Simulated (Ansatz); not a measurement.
Input for Ansatz (plane-wave DFT, PAW):

```yaml
crystal:
  lattice:
    - [3.9046818504, 0.0, 0.0]
    - [-1.9523409252, 3.3815536761, 0.0]
    - [0.0, 0.0, 13.4696508373]
  atoms:
    - { symbol: Ca, position: [0.0, 0.0, 0.0] }
    - { symbol: Ca, position: [0.33333333, 0.66666667, 0.25] }
    - { symbol: Ca, position: [0.0, 0.0, 0.5] }
    - { symbol: Ca, position: [0.66666667, 0.33333333, 0.75] }
basis:
  ecutwfc: 420
kpoints:
  mp_grid: { grid: [12, 12, 4] }
hamiltonian:
  xc: pbe
scf:
  occupations: { method: gaussian, width: 0.1 }
output:
  forces: true
  stress: true
  eigenvalues: true
```

Run as
```bash
ansatz run input.yaml --threads 1 --pin off --max-ram 1331MiB --backend cpu --events-out ev --progress --plain --runs-dir out
```

Method: DFT PBE, scalar-relativistic, plane waves, PAW (Ansatz).

Abridged output:

```
Pseudopotentials: kind: paw
Pseudopotential: Ca, paw, valence charge 10, recommended cutoff 420 eV (normal)
Functional definition: PBE
Crystal: 4 atoms, lattice volume = 177.852 Å³
Basis set: ecut = 420 eV, 3513 PW (Γ), exchange–correlation on 54×54×192 points (8 copies of the dense FFT grid, shifted against one another)
Bands: 24, of which v1, the nominal top of the filled ones, is band 20 counted from 1 (19 counted from 0)
Symmetry: 24 space group operations
Space group: P63/mmc (ITA 194), of the structure as read, at distance tolerance 5.6e-5 Å
k-points: 57 of 576
Initial density: superposition of atomic densities (neutral atoms: chi_scale 0, normalization atom), corrected by the library's trained network
Initial wavefunctions: pseudopotential atomic-orbital guess
Functional: x = pbe(κ = 0.804, μ = 0.21951497), c = pbe(β = 0.06672455)
SCF iter   1: F=—  HF=-7267.386906 eV  |F-HF|=—  |Δ(HF+E_count)|=         —  Δρ=1.34e-3  dr2=6.43e-3  ethr=1.77e-3  ⟨swp⟩=6.8  Hψ=6403  notcnv=0
SCF iter   2: F=—  HF=-7267.388414 eV  |F-HF|=—  |Δ(HF+E_count)|=   1.51e-3  Δρ=8.71e-4  dr2=2.87e-3  ethr=1.61e-5  ⟨swp⟩=1.9  Hψ=1972  notcnv=0
SCF iter   3: F=—  HF=-7267.388249 eV  |F-HF|=—  |Δ(HF+E_count)|=   1.66e-4  Δρ=2.08e-4  dr2=1.97e-4  ethr=7.18e-6  ⟨swp⟩=1.3  Hψ=1399  notcnv=0
SCF iter   4: F=—  HF=-7267.388228 eV  |F-HF|=—  |Δ(HF+E_count)|=   2.02e-5  Δρ=6.27e-5  dr2=1.39e-5  ethr=4.91e-7  ⟨swp⟩=1.8  Hψ=1482  notcnv=0
SCF iter   5: F=—  HF=-7267.388219 eV  |F-HF|=—  |Δ(HF+E_count)|=   9.43e-6  Δρ=1.30e-5  dr2=6.42e-7  ethr=3.48e-8  ⟨swp⟩=2.0  Hψ=1613  notcnv=0
SCF iter   6: F=-7267.388219 eV  HF=-7267.388219 eV  |F-HF|=1.03e-8  |Δ(HF+E_count)|=   1.07e-7  Δρ=4.51e-6  dr2=7.32e-8  ethr=2.50e-10  ⟨swp⟩=8.0  Hψ=6768  notcnv=0
SCF 1 converged in 6 iterations: F = -7267.388219 eV  dr2 = 7.32e-8
SCF converged after 6 iterations
Free energy (F): -7267.388219 eV
Harris-Foulkes:  -7267.388219 eV  (|F-HF|=1.03e-8)
Internal energy: -7267.360018 eV  (E = F + TS)
E sigma→0 (E₀):  -7267.374119 eV
Entropy (-TS):   -0.028201 eV (-7.050 meV/atom)
Fermi energy:    4.628601 eV
--- Per-component energies (eV) ---
  E_band       = -718.735395
  E_kinetic    = 1100.092096
  E_local      = -3459.669013  (includes V_loc(G=0)·N_el)
  E_nonlocal   = 254.382849
  E_hartree    = 1160.285579
  E_xc         = -542.705712
  E_vxc        = -676.365198  (∫ρ·V_xc dr)
  E_paw        = -3432.857560  (= ΣΔE_a)
  E_vpaw       = -257.755238  (= ΣTr[D̂ρ^β])
  E_aug_tail   = -0.000024  (compensation charges beyond the density's cutoff)
  E_ewald      = -2346.888234
  E_smearing   = -0.028201  (= −TS)
--- Forces (eV/Å), atoms counted from 1 ---
  atom   1  Ca     0.00000000     0.00000000     0.00000000
  atom   2  Ca     0.00000000     0.00000000     0.00000000
  atom   3  Ca     0.00000000     0.00000000     0.00000000
  atom   4  Ca     0.00000000     0.00000000     0.00000000
--- Stress (GPa, compression-positive) ---
       -0.312842       0.000000       0.000000
        0.000000      -0.312842       0.000000
        0.000000       0.000000      -1.752289
  P = ⅓ Tr σ = -0.7927 GPa (-7.927 kbar)
--- Band table (eV; the first three rows and the last of 57) ---
  k-point 0: bands = ["-37.5560", "-37.5540", "-37.5478", "-37.5458", "-18.5711", "-18.5263", "-18.5198", "-18.4893", "-18.4893", "-18.4857", "-18.4857", "-18.4803", "-18.4803", "-18.4767", "-18.4767", "-18.4744", "0.6601", "1.5647", "1.5648", "3.4270", "4.1946", "5.8011", "5.8110", "6.6281"]
  k-point 1: bands = ["-37.5557", "-37.5543", "-37.5475", "-37.5461", "-18.5675", "-18.5418", "-18.5043", "-18.4889", "-18.4889", "-18.4865", "-18.4865", "-18.4795", "-18.4795", "-18.4781", "-18.4771", "-18.4771", "0.7191", "1.1797", "2.0335", "3.0977", "4.5002", "5.4159", "6.1375", "6.5685"]
  k-point 2: bands = ["-37.5551", "-37.5551", "-37.5467", "-37.5467", "-18.5572", "-18.5572", "-18.4886", "-18.4886", "-18.4879", "-18.4879", "-18.4879", "-18.4879", "-18.4781", "-18.4781", "-18.4781", "-18.4781", "0.8943", "0.8943", "2.5610", "2.5610", "4.9728", "4.9728", "6.3984", "6.3984"]
  k-point 56: bands = ["-37.5438", "-37.5438", "-37.5377", "-37.5377", "-18.5674", "-18.5674", "-18.5642", "-18.5642", "-18.5531", "-18.5531", "-18.5506", "-18.5506", "-18.5034", "-18.5034", "-18.4982", "-18.4982", "4.5797", "4.5797", "4.6240", "4.6240", "4.6383", "4.6383", "5.2363", "5.2364"]
```

Self-consistency was reached.